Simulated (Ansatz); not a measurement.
# I: the cost of one run

Program: Ansatz 0.2.0. Level of theory: DFT PBE, scalar-relativistic, plane waves, PAW. These are calculated values, not measurements.

## 1. The starting structure

The structure is trigonal, space group R-3m (No. 166). The conventional cell has a = 4.210 Å, b = 4.210 Å, c = 30.522 Å, α = 90.00°, β = 90.00°, γ = 120.00°. I (site symmetry -3m) has 12 I at 4.17 to 4.21 Å as nearest neighbours. I (site symmetry 3m) is surrounded by 12 I at 4.17 to 4.21 Å.

As a file:

```
CELL_PARAMETERS angstrom
2.10511 1.21538 10.17385
-2.10511 1.21538 10.17385
0.00000 -2.43077 10.17385
ATOMIC_POSITIONS crystal
I 0.00000 0.00000 0.00000
I 0.22222 0.22222 0.22222
I 0.77778 0.77778 0.77778
```

This is candidate A: samarium (9R) type (R-3m, No. 166).

(A quick probe on a coarse mesh, which set the mesh and smearing, is not shown.)

## 3. The relaxation (candidate A)

Input file input.yaml:

```yaml
crystal:
  lattice:
    - [2.1051080089, 1.2153846756, 10.1738549166]
    - [-2.1051080089, 1.2153846756, 10.1738549166]
    - [0.0, -2.4307693513, 10.1738549166]
  atoms:
    - { symbol: I, position: [0.0, 0.0, 0.0] }
    - { symbol: I, position: [0.22222, 0.22222, 0.22222] }
    - { symbol: I, position: [0.77778, 0.77778, 0.77778] }
basis:
  ecutwfc: 420
kpoints:
  mp_grid: { grid: [12, 12, 12] }
hamiltonian:
  xc: pbe
scf:
  occupations: { method: gaussian, width: 0.1 }
output:
  forces: true
  stress: true
  eigenvalues: true
relax:
  adjacent_minimum: "off"
  f_tol: 0.01
  max_steps: 80
  cell: { stress_tol: 0.05 }
```

What time and memory should one allow on 1 thread of an Arm CPU, shared host?

About 9.1 min, with a peak of 0.85 GiB.
